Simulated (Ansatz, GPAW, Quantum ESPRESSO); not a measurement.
**Co: programs and potentials compared**

```
Co
1.0
     2.47200    0.00000    0.00000
    -1.23600    2.14081    0.00000
     0.00000    0.00000    4.02114
Co
2
Direct
  0.66667 0.33333 0.75000
  0.33333 0.66667 0.25000
```

Alike in all runs: task band structure; functional PBEsol; k mesh 12 × 12 × 7; occupations fermi-dirac, width 0.05 eV; collinear spin, ferromagnetic start; no spin-orbit coupling. Pressure is positive in compression and, in plane waves, holds the error of the finite cutoff, which Ansatz's Pulay term estimates and takes out.

| program and potentials | plane-wave cutoff (eV) | notes | pressure (GPa) | net moment per atom (μB) |
| --- | --- | --- | --- | --- |
| Ansatz, PAW datasets made for the crystal | 320 | 17 valence electrons an atom on average | -5.84 | 1.60 |
| Quantum ESPRESSO, GBRV 1.5 PBEsol | 762 | 17 valence electrons an atom on average | -5.39 | 1.65 |
| Ansatz, all-electron LAPW, scalar-relativistic | - | - | -5.84 | 1.60 |
| Quantum ESPRESSO, PseudoDojo 0.4.1 SR PBEsol standard | 1306 | 17 valence electrons an atom on average | ? | ? |
| GPAW, PAW data sets generated for this functional | 600 | 9 valence electrons an atom on average | -5.33 | 1.60 |

Problem. Estimate from the other rows what the run with Quantum ESPRESSO, PseudoDojo 0.4.1 SR PBEsol standard gave.

Solution. Pressure -5.66 GPa; net moment per atom 1.60 μB. The other rows, which needn't bracket it: pressure -5.84 to -5.33; net moment per atom 1.60 to 1.65.
